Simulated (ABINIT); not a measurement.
BN in ABINIT: the effect of potentials

The system is BN.

```
N B
1.0
     2.55394    0.00000    0.00000
    -1.27697    2.21178    0.00000
     0.00000    0.00000    4.22685
N B
2 2
Direct
  0.33333 0.66667 0.12528
  0.66667 0.33333 0.62528
  0.33333 0.66667 0.49972
  0.66667 0.33333 0.99972
```

Measurements of this composition are mostly on another form, of space group No. 194.

Alike in all runs:

| Property | Result |
| --- | --- |
| Program | ABINIT 10.8.3 (patched build) |
| Task | band structure |
| Functional | PBE |
| k mesh | 12 × 12 × 6 |
| Occupations | fermi-dirac, width 0.05 eV |
| Spin | no spin polarisation |

Q: One run gave: pressure -2.1 GPa. Which potentials did it use?
A. Ansatz NC PBE
B. SPMS NC PBE v1.0
C. PseudoDojo NC SR PBE v0.5 stringent
D. PseudoDojo NC SR PBE v0.5 standard
E. PseudoDojo NC SR PBE v0.4.1 standard

A: B.

| potentials | cutoff | pressure (GPa) |
| --- | --- | --- |
| PseudoDojo NC SR PBE v0.4.1 standard | 1143 eV | -0.4 |
| PseudoDojo NC SR PBE v0.4 stringent | 1143 eV | -0.4 |
| PseudoDojo NC SR PBE v0.5 standard | 1143 eV | -0.4 |
| PseudoDojo NC SR PBE v0.5 stringent | 1143 eV | -0.4 |
| SG15 NC PBE v1.2 | 1088 eV | -1.3 |
| Ansatz NC PBE | 1252 eV | 0.1 |
| SPMS NC PBE v1.0 | 952 eV | -2.1 |
| JTH PAW PBE v2.0 | 707 eV | -0.1 |
